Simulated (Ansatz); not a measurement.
## SiO2: the gap under strain

SiO2, I-42d, a = 4.929 Å, c = 7.289 Å. This isn't the usual stable structure of the compound. Ansatz: LDA, PAW, 420 eV, Γ-centred 6×6×4 mesh on 12 atoms, Gaussian smearing 0.02 eV; no spin polarisation. Series: equal strain along all axes, cell held, atoms relaxed; x is the strain in per cent. The gap is sought over the whole zone.

| x (%) | gap y (eV) |
| --- | --- |
| -4.5 | ? |
| -3.0 | 6.114 |
| -1.5 | 5.931 |
| 0.0 | 5.759 |
| 1.5 | 5.594 |
| 3.0 | 5.433 |
| 4.5 | 5.272 |

**Question.** Fit y = E0 + c1 x + c2 x² to the other rows, give the deformation potential for this strain, and predict the missing gap.

**Answer.** Least squares on the rows shown. y = 5.7603 − 0.11362 x + 0.0012222 x². The deformation potential is 100 c1 = -11.36 eV per unit strain of each axis, or a third of that, -3.79 eV, as the usual dE_g/d ln V. At x = -4.5 the fit asked for gives 6.296 eV. The run gave 6.299 eV, so the fit is 0.003 eV too low, within twice the rms miss on the fitted rows (0.002 eV). Note that a band edge sits at another point of the zone than in the run one row down.

Semilocal functionals give gaps under the measured ones; changes of the gap mostly carry over better.

Cost: 7 runs of about 7.6 core-minutes in all, on Oxide Virtual Turin-like Processor (Zen 5) (shared hosts).